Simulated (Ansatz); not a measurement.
Results of PBE (Ansatz, a program for electronic structure, plane waves, PAW) for rutile RuO2.

Run with plane-wave cutoff 520 eV, 12×12×18 k mesh (along the axes of the cell as run), Fermi–Dirac smearing 0.05 eV, no spin polarisation, scalar-relativistic PAW data made under PBE.

Shape and atoms are relaxed at each volume.

Pressure at four volumes; x = ln(V/10.636 Å³). One pressure is withheld.

```csv
V (Å³/atom),x,P (GPa)
10.211,-0.0408,11.28
10.636,0.0000,0.00
10.849,0.0198,-4.74
11.061,0.0392,?
```

Q: Pass a parabola P(x) through the three rows shown, estimate the bulk modulus and its pressure derivative near zero pressure, and predict the withheld pressure.

A: Slopes between the rows: (0.00 − (11.28))/(0.0000 − (-0.0408)) = -276.47 and (-4.74 − (0.00))/(0.0198 − (0.0000)) = -239.39 GPa. Their difference over the span 0.0606 is c = 37.08/0.0606 = 611.9 GPa, so P(x) = 11.28 + (-276.47)(x − (-0.0408)) + 611.9 (x − (-0.0408))(x − (0.0000)). At the middle row B = −dP/dx = −[-276.47 + 611.9 × 0.0408] = 251.5 GPa, and B′ = dB/dP = 2c/B = 4.9. At x = 0.0392 the parabola gives -8.92 GPa; the run gives -8.96 GPa. The Birch–Murnaghan fit to the energies at all volumes has B0 = 251 GPa and B′ = 4.8.

Measured, for comparison: bulk modulus 270 GPa (room temperature, not corrected to a static lattice; as tabulated in LI and ZENG (2008), arXiv:0807.3251). Computed less measured: bulk modulus -7 %.
